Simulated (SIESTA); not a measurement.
Crystal: Si2W.

```xyz
9
Lattice="4.6169 0.0000 0.0000 -2.3084 3.9983 0.0000 0.0000 0.0000 6.6532" Properties=species:S:1:pos:R:3 pbc="T T T"
W     2.3084    0.0000    3.3266
W     1.1542    1.9992    5.5444
W    -1.1542    1.9992    1.1089
Si    1.1332    0.6542    1.1089
Si    3.4837    0.6542    5.5444
Si    0.0000    1.3085    3.3266
Si    1.1753    3.3441    1.1089
Si   -1.1753    3.3441    5.5444
Si    2.3084    2.6899    3.3266
```

Measurements of this composition are mostly on another form, of space group No. 139.

Base run:

```yaml
Program: SIESTA 5.4.2
Functional: LDA
Potentials_or_basis: PseudoDojo 0.4 standard (LDA files)
Basis: DZP (energy shift 0.003 Ry; two zetas on semicore shells)
Grid_cutoff: 800 Ry
Energy_shift: 0.003 Ry
k_mesh: 7 × 7 × 4
Occupations: fermi-dirac, width 0.05 eV
Spin: no spin polarisation
```

Its results: band gap on the k mesh 0.27 eV, indirect (least direct gap 0.69 eV); pressure -8.2 GPa.

Question: The run is repeated on the same cell with these changes: functional from LDA to PBEsol; potentials or basis from PseudoDojo 0.4 standard (LDA files) to PseudoDojo 0.4 standard (PBEsol files). What comes out?

Answer: Band gap on the k mesh 0.29 eV, indirect (least direct gap 0.73 eV); pressure -4.1 GPa.

Caveats: short orbitals over semicore shells can move pressures by several GPa; spin-orbit coupling is left out, which moves the levels of the heavy elements; the mesh misses the band edges, which the band path finds closer together; the basis of atomic orbitals isn't converged, which shifts pressures, moduli and gaps.

Not every run made on this cell is shown here.
